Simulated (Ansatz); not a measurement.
# SrTiO3: the cost of one run

Program: Ansatz 0.2.0. Level of theory: DFT r2SCAN+U, scalar-relativistic, plane waves, PAW. These are calculated values, not measurements.

### Step 1. The structure to begin with

It takes space group Pm-3m (No. 221, cubic). The conventional cell has a = 3.913 Å, b = 3.913 Å, c = 3.913 Å, α = 90.00°, β = 90.00°, γ = 90.00°. Sr (site symmetry m-3m) is surrounded by 12 O at 2.77 Å. Around Ti (site symmetry m-3m) lie 6 O at 1.96 Å. O (site symmetry 4/mmm) is surrounded by 2 Ti at 1.96 Å and 4 Sr at 2.77 Å.

As a file:

```cif
data_structure
_symmetry_space_group_name_H-M 'P 1'
_symmetry_Int_Tables_number 1
_cell_length_a 3.9127
_cell_length_b 3.9127
_cell_length_c 3.9127
_cell_angle_alpha 90.000
_cell_angle_beta 90.000
_cell_angle_gamma 90.000
_cell_volume 59.90
loop_
_atom_site_label
_atom_site_type_symbol
_atom_site_fract_x
_atom_site_fract_y
_atom_site_fract_z
_atom_site_occupancy
Sr1 Sr 0.00000 0.00000 0.00000 1
Ti1 Ti 0.50000 0.50000 0.50000 1
O1 O 0.50000 0.00000 0.50000 1
O2 O 0.50000 0.50000 0.00000 1
O3 O 0.00000 0.50000 0.50000 1
```

The structure comes from the Materials Project (structure only).

(A quick probe on a coarse mesh, which set the mesh and smearing, is not shown.)

### Step 3. Full relaxation

Contents of input.yaml:

```yaml
crystal:
  lattice:
    - [3.91270131, 0.0, 0.0]
    - [0.0, 3.91270131, 0.0]
    - [0.0, 0.0, 3.91270131]
  atoms:
    - { symbol: Sr, position: [0.0, 0.0, 0.0] }
    - { symbol: Ti, position: [0.5, 0.5, 0.5] }
    - { symbol: O, position: [0.5, 0.0, 0.5] }
    - { symbol: O, position: [0.5, 0.5, 0.0] }
    - { symbol: O, position: [0.0, 0.5, 0.5] }
basis:
  ecutwfc: 500
kpoints:
  mp_grid: { grid: [6, 6, 6] }
hamiltonian:
  xc: r2scan
  hubbard: { sites: [{ species: Ti, l: d, u_eff: 4.0 }] }
scf:
  occupations: { method: gaussian, width: 0.02 }
output:
  forces: true
  stress: true
  eigenvalues: true
  write_density: true
  write_potential: true
  elf: true
  volumetric_format: npy
relax:
  adjacent_minimum: "off"
  f_tol: 0.005
  max_steps: 80
  cell: { stress_tol: 0.05 }
```

Command:

```bash
$ ansatz run input.yaml --threads 1 --pin off --max-ram 2560MiB --backend cpu --events-out ev --progress --plain --runs-dir out
```

**Question.** How long does this run take on 1 thread of Intel Xeon Platinum 8259CL at 2.50GHz (Skylake/Cascade Lake), shared host, and how much memory does it need?

About 19 s, with a peak of 0.58 GiB.
